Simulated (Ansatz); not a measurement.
# SnO2: a listed cell, distorted in several ways

A set of self-consistent runs on SnO2 under moves of single atoms, further strains and shifts, other functionals, to map its energy surface near the listed cell.

Program: Ansatz 0.2.0. Level of theory: DFT PBE, scalar-relativistic, plane waves, PAW, unless a step's input says otherwise. These are calculated values, not measurements.

## 1. Starting point

The structure is cubic, space group Fm-3m (No. 225). The conventional cell has a = 5.148 Å, b = 5.148 Å, c = 5.148 Å, α = 90.00°, β = 90.00°, γ = 90.00°. Sn (site symmetry m-3m) is surrounded by 8 O at 2.23 Å. O (site symmetry -43m) is surrounded by 4 Sn at 2.23 Å.

Coordinates:

```cif
data_structure
_symmetry_space_group_name_H-M 'Fm-3m'
_symmetry_Int_Tables_number 225
_cell_length_a 5.1483
_cell_length_b 5.1483
_cell_length_c 5.1483
_cell_angle_alpha 90.000
_cell_angle_beta 90.000
_cell_angle_gamma 90.000
_cell_volume 136.46
loop_
_atom_site_label
_atom_site_type_symbol
_atom_site_symmetry_multiplicity
_atom_site_Wyckoff_symbol
_atom_site_fract_x
_atom_site_fract_y
_atom_site_fract_z
_atom_site_occupancy
Sn1 Sn 4 a 0.00000 0.00000 0.00000 1
O1 O 8 c 0.25000 0.75000 0.75000 1
```

The structure comes from the Materials Project (structure only).

## 2. Another functional, on a distorted cell: r2SCAN

The change: strain xx, yy, zz, yz, xz, xy = -3.0, -3.0, -3.0, +0.0, +0.0, +0.0 %.

File input.yaml:

```yaml
crystal:
  lattice:
    - [0.0, 2.497491813, 2.497491813]
    - [2.497491813, 0.0, 2.497491813]
    - [2.497491813, 2.497491813, 0.0]
  atoms:
    - { symbol: Sn, position: [0.0, 0.0, 0.0] }
    - { symbol: O, position: [0.25, 0.25, 0.25] }
    - { symbol: O, position: [0.75, 0.75, 0.75] }
basis:
  ecutwfc: 500
kpoints:
  mp_grid: { grid: [14, 14, 14] }
hamiltonian:
  xc: r2scan
scf:
  occupations: { method: gaussian, width: 0.1 }
output:
  forces: true
  stress: true
  eigenvalues: true
```

Run with:

```sh
ansatz run input.yaml --threads 1 --pin off --max-ram 1331MiB --backend cpu --events-out ev --progress --plain --runs-dir out
```

## 3. A single atom displaced

File input.yaml:

```yaml
crystal:
  lattice:
    - [0.0, 2.57415, 2.57415]
    - [2.57415, 0.0, 2.57415]
    - [2.57415, 2.57415, 0.0]
  atoms:
    - { symbol: Sn, position: [0.0, 0.0, 0.0] }
    - { symbol: O, position: [0.25, 0.25, 0.25] }
    - { symbol: O, position: [0.663470466, 0.7467795195, 0.725242313] }
basis:
  ecutwfc: 420
kpoints:
  mp_grid: { grid: [12, 12, 12] }
hamiltonian:
  xc: pbe
scf:
  occupations: { method: gaussian, width: 0.1 }
output:
  forces: true
  stress: true
  eigenvalues: true
```

## 4. A distortion of lower symmetry

File input.yaml:

```yaml
crystal:
  lattice:
    - [-0.051483, 2.4871179885, 2.4871179885]
    - [2.4871179885, -0.051483, 2.4871179885]
    - [2.4871179885, 2.4871179885, -0.051483]
  atoms:
    - { symbol: Sn, position: [0.0, 0.0, 0.0] }
    - { symbol: O, position: [0.2458795712, 0.2458795712, 0.2458795712] }
    - { symbol: O, position: [0.7541204288, 0.7541204288, 0.7541204288] }
basis:
  ecutwfc: 420
kpoints:
  mp_grid: { grid: [12, 12, 12] }
hamiltonian:
  xc: pbe
scf:
  occupations: { method: gaussian, width: 0.1 }
output:
  forces: true
  stress: true
  eigenvalues: true
```

What does the calculation give? Wanted: for each run, case; energy; pressure; largest force.

The runs gave:

```
step                                             case  energy (meV/atom)  pressure (GPa)  largest force (eV/Å)  gap on the mesh (eV)
   2  another functional, on a distorted cell: r2SCAN                n/a            10.8                  0.00                  1.30
   3                          a single atom displaced               +0.0             6.9                  3.56                  0.00
   4                   a distortion of lower symmetry             -152.5            16.4                  0.87                  0.58
```

Energies are counted from step 3, with the smearing taken to zero. Other atoms or functionals have another zero of energy (n/a). A gap of 0.00 means none on the mesh at this level.

What this shows: Among the distorted cells of the listed formula and level the largest force, 3.56 eV/Å, acts on O3 in step 3. Among the distorted cells of the listed formula and level the gap runs from none (metal) to 0.58 eV.

These are semilocal Kohn-Sham gaps, which aren't the measured quantity. Such gaps usually fall short of the measured ones.
